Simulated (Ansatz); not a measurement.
BN in the NiAs-type structure (r2SCAN geometry), in Ansatz:

```cif
data_structure
_symmetry_space_group_name_H-M 'P6_3/mmc'
_symmetry_Int_Tables_number 194
_cell_length_a 2.4913
_cell_length_b 2.4913
_cell_length_c 4.0011
_cell_angle_alpha 90.000
_cell_angle_beta 90.000
_cell_angle_gamma 120.000
_cell_volume 21.51
loop_
_atom_site_label
_atom_site_type_symbol
_atom_site_symmetry_multiplicity
_atom_site_Wyckoff_symbol
_atom_site_fract_x
_atom_site_fract_y
_atom_site_fract_z
_atom_site_occupancy
B1 B 2 a 0.00000 0.00000 0.00000 1
N1 N 2 c 0.33333 0.66667 0.25000 1
```

G0W0@PBE with 80 empty bands, a screening cutoff of 140 eV and a 6×6×4 mesh (PAW, contour deformation) gives 2.092 eV over the mesh points, from a PBE gap of 1.578 eV; it sums over 88 bands with 97 plane waves in the screening and a wave cutoff of 420 eV. G0W0 here is at a finite number of bands, screening cutoff and k mesh, not at the basis limit. These are computed values for a spin-unpolarised cell that may be hypothetical; none is a measurement.

**Question.** Estimate the gap with starting point HSE06.

**Answer.** 2.438 eV (+0.346 eV), from a Kohn-Sham gap of 2.603 eV.

**Question.** Another run gave a Kohn-Sham gap of 1.578 eV and a G0W0 gap of 2.212 eV, summing over 156 bands with 135 plane waves in the screening and a wave cutoff of 420 eV. What was changed?

**Answer.** Empty bands 148, screening cutoff 210 eV. The counts of bands and plane waves show it.

**Question.** Estimate the gap with starting point LDA.

**Answer.** 2.133 eV (+0.041 eV), from a Kohn-Sham gap of 1.683 eV.
